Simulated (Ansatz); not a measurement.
Born–Oppenheimer molecular dynamics of a periodic cell of 24 atoms, MoS2 (start crystal MoS2, start structure P6_3/mmc, volume 1.15 times the crystal's). It goes on from the last frame of an earlier run, with new velocities.

Theory: DFT PBE, scalar-relativistic, plane waves, PAW in Ansatz 0.2.0. Settings: accuracy low, PAW set soft_1, cutoff 420 eV, k mesh 2x2x1, fermi-dirac smearing 0.36 eV, no spin polarisation.

```
ensemble        : NVT, Langevin thermostat
time step       : 1.5 fs
steps asked     : 300
set temperature : 2520 K
friction        : 0.01 /fs
seed            : 185458
```

Frames 7.5 fs apart, positions in Å, forces in eV/Å.

Velocities at 180 fs (Å/ps):

```
Mo 7.65 3.56 0.43
Mo 1.25 0.95 -0.82
S 6.06 4.44 -3.11
S 5.80 -5.30 -16.13
S 1.08 2.83 -2.82
S -16.04 -5.17 -4.24
Mo 7.25 -2.95 -1.57
Mo -8.63 -1.32 6.45
S -1.78 -13.98 -7.15
S -14.54 -8.01 -9.97
S 18.79 16.90 1.60
S 6.05 4.73 12.07
Mo 6.64 -1.49 -6.99
Mo -2.30 2.38 4.56
S 8.62 0.18 0.84
S -15.53 9.71 19.31
S -2.96 11.79 -4.44
S -6.35 -16.49 4.53
Mo 5.95 -1.71 2.79
Mo -2.57 -0.39 3.25
S 7.30 -1.12 -8.98
S 2.48 -15.14 -4.26
S -11.80 -14.10 8.33
S 15.98 9.76 0.97
```

```xyz
24
Lattice="-3.3002 -5.7162 0.0000 4.9503 -2.8581 0.0000 0.0000 0.0000 12.8866" Properties=species:S:1:pos:R:3:forces:R:3 time_fs=180 energy_less_start_eV=-0.021 T=3184
Mo -0.534 -3.993 4.005 -0.67 -0.51 -0.41
Mo 3.040 -3.605 9.980 -1.63 -0.40 1.47
S 2.475 -3.363 7.699 -0.41 0.28 -0.46
S 0.880 -5.530 2.438 0.88 -0.18 0.72
S 0.538 -3.522 10.425 0.44 -0.05 0.62
S -0.842 -5.946 5.378 1.30 1.18 1.99
Mo 2.918 -4.419 2.275 1.95 -0.20 0.59
Mo 1.715 -1.511 8.869 1.69 -3.51 0.66
S 4.985 -2.989 8.901 -1.09 -0.31 -2.09
S -1.244 -5.013 1.737 -1.80 0.94 1.60
S 3.139 -5.076 12.513 -0.44 0.10 0.78
S -0.306 -1.495 4.202 0.21 0.29 -0.74
Mo 2.031 -1.086 3.489 -1.05 -0.75 -2.53
Mo 4.566 -1.298 10.256 -2.18 4.51 -0.62
S 3.229 0.056 8.391 0.80 0.34 -0.06
S 2.417 -2.431 1.349 0.53 0.52 0.19
S 2.517 -1.555 11.206 -1.96 -0.27 0.52
S 2.087 -3.429 4.441 -1.24 -0.11 -0.43
Mo 1.700 -7.566 3.201 0.74 -0.02 1.37
Mo -1.486 -5.011 10.300 4.35 -0.58 1.43
S 3.238 -5.814 9.229 -1.13 -0.36 -0.91
S -3.036 -7.758 0.919 -1.27 0.10 -0.02
S 1.564 -6.612 12.585 1.35 0.08 -1.05
S -2.622 -3.683 5.526 0.62 -1.09 -2.60
24
Lattice="-3.3002 -5.7162 0.0000 4.9503 -2.8581 0.0000 0.0000 0.0000 12.8866" Properties=species:S:1:pos:R:3:forces:R:3 time_fs=187.5 energy_less_start_eV=0.377 T=3027
Mo -0.485 -3.973 4.014 -0.65 -0.56 -0.36
Mo 3.048 -3.607 9.979 -1.49 -0.58 1.91
S 2.523 -3.334 7.695 -0.63 0.36 -0.47
S 0.915 -5.570 2.323 0.88 -0.14 0.84
S 0.574 -3.487 10.412 0.20 -0.06 0.48
S -0.925 -5.957 5.358 1.61 1.39 2.37
Mo 2.982 -4.434 2.272 1.51 0.13 0.59
Mo 1.654 -1.532 8.917 3.64 -3.80 0.00
S 4.976 -3.068 8.857 -2.09 2.38 -1.04
S -1.383 -5.066 1.715 -1.27 1.14 1.54
S 3.287 -4.949 12.509 -0.59 -0.04 0.61
S -0.260 -1.462 4.271 0.11 0.19 -1.29
Mo 2.078 -1.101 3.439 -1.41 -0.21 -1.16
Mo 4.526 -1.264 10.294 -0.59 2.99 -1.42
S 3.294 0.074 8.411 -0.13 -0.47 0.35
S 2.315 -2.351 1.482 1.73 -1.16 -0.73
S 2.470 -1.477 11.165 -2.00 -0.79 1.34
S 2.028 -3.567 4.472 -0.98 0.24 -0.68
Mo 1.744 -7.579 3.232 0.38 0.21 1.30
Mo -1.495 -5.016 10.315 3.36 0.02 0.66
S 3.276 -5.820 9.171 -1.28 -0.32 -0.46
S -3.027 -7.871 0.856 -2.10 0.31 -0.14
S 1.492 -6.704 12.638 1.24 -0.05 -1.71
S -2.519 -3.623 5.533 0.55 -1.16 -2.52
24
Lattice="-3.3002 -5.7162 0.0000 4.9503 -2.8581 0.0000 0.0000 0.0000 12.8866" Properties=species:S:1:pos:R:3:forces:R:3 time_fs=195 energy_less_start_eV=0.839 T=2632
Mo -0.438 -3.943 4.015 -0.66 -0.52 -0.18
Mo 3.053 -3.617 9.978 -1.03 -1.05 2.64
S 2.572 -3.281 7.730 -0.84 0.12 -1.25
S 0.945 -5.571 2.229 0.82 -0.29 0.95
S 0.652 -3.473 10.396 -0.30 -0.16 0.45
S -0.985 -5.942 5.366 1.56 1.30 1.89
Mo 3.059 -4.435 2.281 1.05 0.26 0.52
Mo 1.608 -1.579 8.955 3.31 -2.71 -0.26
S 4.928 -3.100 8.808 -1.08 3.21 -0.69
S -1.542 -5.116 1.732 -0.34 1.06 0.52
S 3.415 -4.825 12.507 -0.79 0.15 0.26
S -0.220 -1.441 4.329 0.04 0.16 -1.68
Mo 2.128 -1.122 3.382 -1.18 1.45 1.66
Mo 4.485 -1.213 10.323 0.39 1.71 -1.65
S 3.366 0.086 8.465 -0.75 -0.77 0.37
S 2.255 -2.298 1.593 2.35 -3.09 -2.65
S 2.399 -1.407 11.132 -1.49 -1.22 2.16
S 1.953 -3.685 4.474 -0.43 0.26 -0.49
Mo 1.792 -7.587 3.254 -0.64 0.56 1.71
Mo -1.482 -5.007 10.329 2.22 0.71 -0.10
S 3.293 -5.840 9.115 -1.36 -0.07 -0.12
S -3.031 -7.984 0.764 -2.26 0.27 -0.02
S 1.490 -6.768 12.642 1.02 -0.26 -1.83
S -2.443 -3.582 5.491 0.40 -1.09 -2.21
24
Lattice="-3.3002 -5.7162 0.0000 4.9503 -2.8581 0.0000 0.0000 0.0000 12.8866" Properties=species:S:1:pos:R:3:forces:R:3 time_fs=202.5 energy_less_start_eV=1.246 T=2386
Mo -0.404 -3.902 4.007 -0.59 -0.48 0.04
Mo 3.058 -3.635 10.008 -0.89 -1.43 2.99
S 2.592 -3.225 7.763 -0.87 -0.41 -1.86
S 0.993 -5.560 2.154 0.49 -0.42 0.95
S 0.667 -3.481 10.391 -0.31 -0.25 0.49
S -1.029 -5.927 5.408 1.39 1.10 0.90
Mo 3.123 -4.420 2.307 0.72 0.02 0.52
Mo 1.587 -1.629 8.980 1.72 -0.72 -0.22
S 4.839 -3.114 8.753 0.85 2.78 -0.51
S -1.703 -5.175 1.784 1.44 0.44 -1.84
S 3.543 -4.697 12.522 -1.28 0.44 -0.16
S -0.170 -1.423 4.365 -0.06 0.12 -1.81
Mo 2.177 -1.138 3.332 -0.51 2.85 3.98
Mo 4.452 -1.161 10.327 0.53 0.48 -1.39
S 3.449 0.102 8.522 -1.36 -0.75 0.11
S 2.248 -2.323 1.659 2.06 -3.88 -4.01
S 2.297 -1.351 11.130 -0.45 -1.68 2.47
S 1.901 -3.798 4.493 0.12 0.14 -0.19
Mo 1.844 -7.573 3.283 -2.40 1.07 3.16
Mo -1.446 -4.989 10.355 1.39 1.33 -0.75
S 3.302 -5.872 9.073 -1.48 0.36 0.04
S -3.045 -8.095 0.705 -1.72 -0.05 0.24
S 1.479 -6.830 12.609 1.02 -0.27 -1.56
S -2.385 -3.555 5.407 0.18 -0.78 -1.59
24
Lattice="-3.3002 -5.7162 0.0000 4.9503 -2.8581 0.0000 0.0000 0.0000 12.8866" Properties=species:S:1:pos:R:3:forces:R:3 time_fs=210 energy_less_start_eV=1.208 T=2337
Mo -0.388 -3.862 4.014 0.03 -0.66 -0.40
Mo 3.061 -3.660 10.060 -0.65 -1.50 2.41
S 2.647 -3.202 7.757 -1.02 -0.61 -1.58
S 1.052 -5.552 2.118 0.13 -0.59 0.84
S 0.655 -3.520 10.379 0.11 -0.07 0.53
S -1.057 -5.896 5.432 1.32 0.74 0.26
Mo 3.187 -4.404 2.328 0.47 -0.38 0.47
Mo 1.577 -1.682 8.996 0.72 0.51 0.13
S 4.772 -3.107 8.697 1.79 2.17 -0.14
S -1.839 -5.227 1.810 2.81 -0.67 -3.79
S 3.669 -4.561 12.529 -2.01 0.94 -0.82
S -0.132 -1.435 4.382 -0.02 0.21 -1.77
Mo 2.215 -1.147 3.310 -0.13 2.41 3.31
Mo 4.415 -1.136 10.302 0.56 -0.79 -0.53
S 3.523 0.091 8.593 -2.01 -0.17 -0.84
S 2.274 -2.406 1.642 1.50 -2.36 -2.99
S 2.191 -1.296 11.169 0.21 -2.01 2.18
S 1.884 -3.895 4.489 0.55 0.23 0.12
Mo 1.876 -7.553 3.329 -3.63 1.46 4.09
Mo -1.407 -4.955 10.386 1.07 1.58 -1.00
S 3.310 -5.889 9.036 -1.55 0.56 0.14
S -3.095 -8.182 0.680 -0.75 -0.69 0.85
S 1.500 -6.899 12.570 1.10 -0.18 -1.38
S -2.307 -3.533 5.274 -0.59 -0.16 -0.10
24
Lattice="-3.3002 -5.7162 0.0000 4.9503 -2.8581 0.0000 0.0000 0.0000 12.8866" Properties=species:S:1:pos:R:3:forces:R:3 time_fs=217.5 energy_less_start_eV=0.616 T=2742
Mo -0.371 -3.832 4.033 1.53 -1.21 -1.50
Mo 3.062 -3.693 10.127 -0.41 -1.06 1.20
S 2.677 -3.233 7.734 -1.18 -0.31 -0.80
S 1.095 -5.544 2.094 -0.06 -0.79 0.85
S 0.611 -3.562 10.382 0.92 0.44 0.56
S -1.077 -5.864 5.450 1.23 0.31 -0.26
Mo 3.242 -4.398 2.350 0.38 -1.15 0.38
Mo 1.571 -1.728 9.008 0.37 1.02 0.68
S 4.735 -3.060 8.636 1.80 1.42 0.54
S -1.946 -5.316 1.742 1.78 -0.92 -2.35
S 3.750 -4.449 12.528 -1.99 1.18 -1.11
S -0.117 -1.459 4.348 0.24 0.48 -1.50
Mo 2.250 -1.154 3.301 -0.13 1.59 1.75
Mo 4.367 -1.111 10.281 0.52 -1.95 0.32
S 3.563 0.096 8.636 -2.68 0.54 -1.93
S 2.372 -2.510 1.587 0.54 0.05 -1.65
S 2.097 -1.277 11.245 0.51 -1.38 1.05
S 1.905 -3.973 4.472 0.70 0.53 0.37
Mo 1.895 -7.551 3.397 -2.42 0.73 1.95
Mo -1.366 -4.892 10.420 0.77 0.75 -0.79
S 3.284 -5.852 9.014 -1.37 0.14 0.33
S -3.175 -8.277 0.668 -0.16 -1.05 1.24
S 1.578 -6.963 12.516 1.17 -0.06 -1.22
S -2.203 -3.530 5.170 -2.07 0.69 1.89
24
Lattice="-3.3002 -5.7162 0.0000 4.9503 -2.8581 0.0000 0.0000 0.0000 12.8866" Properties=species:S:1:pos:R:3:forces:R:3 time_fs=225 energy_less_start_eV=0.595 T=2541
Mo -0.348 -3.801 4.033 2.56 -1.74 -2.44
Mo 3.061 -3.739 10.211 -0.13 -0.47 -0.20
S 2.683 -3.285 7.692 -1.11 0.25 0.06
S 1.139 -5.550 2.119 -0.29 -0.88 0.81
S 0.562 -3.587 10.366 2.11 1.19 0.59
S -1.111 -5.860 5.486 1.13 0.06 -0.79
Mo 3.303 -4.390 2.365 0.50 -2.24 0.37
Mo 1.577 -1.768 9.022 0.22 1.19 0.92
S 4.732 -2.991 8.563 1.33 0.47 1.27
S -2.025 -5.394 1.614 0.65 -0.64 0.62
S 3.795 -4.351 12.514 -1.04 0.61 -0.82
S -0.138 -1.450 4.302 0.63 0.69 -1.07
Mo 2.272 -1.158 3.310 -0.28 1.14 0.49
Mo 4.347 -1.110 10.254 0.07 -2.25 0.41
S 3.561 0.105 8.634 -2.95 0.68 -2.18
S 2.496 -2.603 1.532 -0.67 2.42 -0.99
S 2.024 -1.293 11.329 0.91 -0.32 -0.25
S 1.905 -4.011 4.434 0.97 0.88 0.67
Mo 1.896 -7.559 3.481 -0.82 -0.49 -0.86
Mo -1.321 -4.811 10.449 -0.11 -0.84 -0.34
S 3.248 -5.813 8.982 -1.12 -0.34 0.63
S -3.247 -8.393 0.664 -0.48 -0.63 0.88
S 1.672 -6.966 12.438 1.21 0.01 -0.99
S -2.116 -3.525 5.129 -3.29 1.23 3.21
24
Lattice="-3.3002 -5.7162 0.0000 4.9503 -2.8581 0.0000 0.0000 0.0000 12.8866" Properties=species:S:1:pos:R:3:forces:R:3 time_fs=232.5 energy_less_start_eV=0.799 T=2214
Mo -0.320 -3.780 4.031 2.24 -2.02 -2.15
Mo 3.048 -3.799 10.301 -0.07 -0.01 -0.95
S 2.682 -3.338 7.638 -0.94 0.84 0.52
S 1.164 -5.538 2.170 -0.49 -0.93 0.68
S 0.557 -3.578 10.368 2.60 1.43 0.54
S -1.122 -5.869 5.527 0.97 0.01 -1.24
Mo 3.359 -4.383 2.364 0.25 -2.73 0.09
Mo 1.593 -1.818 9.031 0.25 1.36 0.87
S 4.748 -2.944 8.497 0.90 -0.17 1.64
S -2.075 -5.448 1.508 0.34 -0.49 2.21
S 3.826 -4.232 12.476 0.06 -0.25 -0.55
S -0.159 -1.443 4.209 1.25 0.83 -0.19
Mo 2.288 -1.147 3.326 -0.27 0.77 -0.37
Mo 4.337 -1.103 10.217 -0.29 -2.03 -0.01
S 3.511 0.139 8.602 -2.76 0.28 -1.72
S 2.614 -2.653 1.437 -1.49 3.67 -0.40
S 1.990 -1.319 11.404 1.23 0.36 -1.10
S 1.938 -4.046 4.404 0.77 1.21 0.81
Mo 1.886 -7.561 3.549 -0.07 -1.03 -2.05
Mo -1.288 -4.761 10.467 -0.86 -1.62 -0.02
S 3.196 -5.785 8.981 -0.90 -0.75 0.81
S -3.322 -8.513 0.681 -0.96 0.08 0.53
S 1.795 -6.919 12.348 1.12 0.01 -0.90
S -2.100 -3.499 5.146 -2.88 1.18 2.96
24
Lattice="-3.3002 -5.7162 0.0000 4.9503 -2.8581 0.0000 0.0000 0.0000 12.8866" Properties=species:S:1:pos:R:3:forces:R:3 time_fs=240 energy_less_start_eV=0.566 T=2504
Mo -0.288 -3.783 4.035 1.05 -1.84 -1.13
Mo 3.030 -3.865 10.397 -0.57 0.48 -2.18
S 2.643 -3.345 7.562 -0.73 1.19 0.72
S 1.151 -5.558 2.229 -0.46 -0.79 0.62
S 0.583 -3.561 10.357 2.23 1.20 0.53
S -1.118 -5.875 5.544 0.77 0.19 -1.54
Mo 3.407 -4.382 2.352 -0.80 -2.03 -0.77
Mo 1.596 -1.849 9.027 0.44 1.43 0.62
S 4.776 -2.912 8.447 0.55 -0.50 1.75
S -2.098 -5.457 1.438 0.26 -0.52 2.75
S 3.835 -4.093 12.399 0.90 -0.59 0.01
S -0.179 -1.427 4.124 1.97 0.71 0.78
Mo 2.293 -1.117 3.334 -0.15 0.57 -0.88
Mo 4.329 -1.097 10.195 -0.53 -1.78 -0.61
S 3.426 0.168 8.593 -2.32 -0.22 -1.34
S 2.715 -2.627 1.314 -1.39 2.65 0.58
S 2.002 -1.336 11.447 1.30 0.71 -1.41
S 1.981 -4.063 4.421 0.41 1.34 0.60
Mo 1.892 -7.573 3.590 0.44 -0.88 -1.91
Mo -1.277 -4.740 10.496 -0.94 -1.50 0.09
S 3.127 -5.776 8.980 -0.69 -0.93 0.94
S -3.424 -8.634 0.678 -0.99 0.48 0.98
S 1.946 -6.859 12.263 0.89 -0.01 -0.69
S -2.134 -3.436 5.212 -1.63 0.64 1.48
```

Of the whole run (450 fs, mean temperature of the second half 2396 K): A run of 0.45 ps of so small a system gives no equilibrium averages. Limits of this set-up: coarse k mesh, low accuracy level.

Run time: 32 min on 2 threads of Intel(R) Xeon(R) Platinum 8375C CPU @ 2.90GHz (Ice Lake), with other jobs on the host, peak memory 1.3 GiB.
